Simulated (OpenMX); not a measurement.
Runs of OpenMX 3.8.5 on Li2O. It takes space group Fm-3m (No. 225, cubic). The conventional cell has a = 4.654 Å, b = 4.654 Å, c = 4.654 Å, α = 90.00°, β = 90.00°, γ = 90.00°. O (site symmetry m-3m) has 8 Li at 2.02 Å as nearest neighbours. Li (site symmetry -43m) is surrounded by 4 O at 2.02 Å. The cell comes from a database or a generator and needn't be the stable form of this composition.

| level | potentials or basis | k mesh | gap on the mesh (eV) | pressure (GPa) |
| --- | --- | --- | --- | --- |
| PBE | OpenMX 2013 PBE set, O6.0-s2p2d1, Li8.0-s3p2, grid cutoff 400 Ry | 11 × 11 × 11 | 5.09 | -0.7 |
| PBE | OpenMX 2013 PBE set, O6.0-s3p2d2, Li8.0-s3p2d1, grid cutoff 400 Ry | 11 × 11 × 11 | (b) | -0.1 |
| PBE | OpenMX 2013 PBE set, O6.0-s2p2d1, Li8.0-s3p2, grid cutoff 400 Ry | 7 × 7 × 7 | 5.09 | -0.7 |
| LDA | OpenMX 2013 LDA set, O6.0-s2p2d1, Li8.0-s3p2, grid cutoff 400 Ry | 7 × 7 × 7 | 5.07 | (a) |
| PBE | OpenMX 2013 PBE set, O6.0-s2p2, Li8.0-s3p1, grid cutoff 400 Ry | 7 × 7 × 7 | 4.82 | -1.8 |

Alike in all rows: task band structure; no spin polarisation; cell as given; smearing fermi-dirac 0.05 eV.

Q: Fill in the values left out.

A: (a) -6.6; (b) 5.00.

Caveats: the basis of atomic orbitals isn't converged, which shifts pressures, moduli and gaps; the mesh misses the band edges, which the band path finds closer together (some runs).
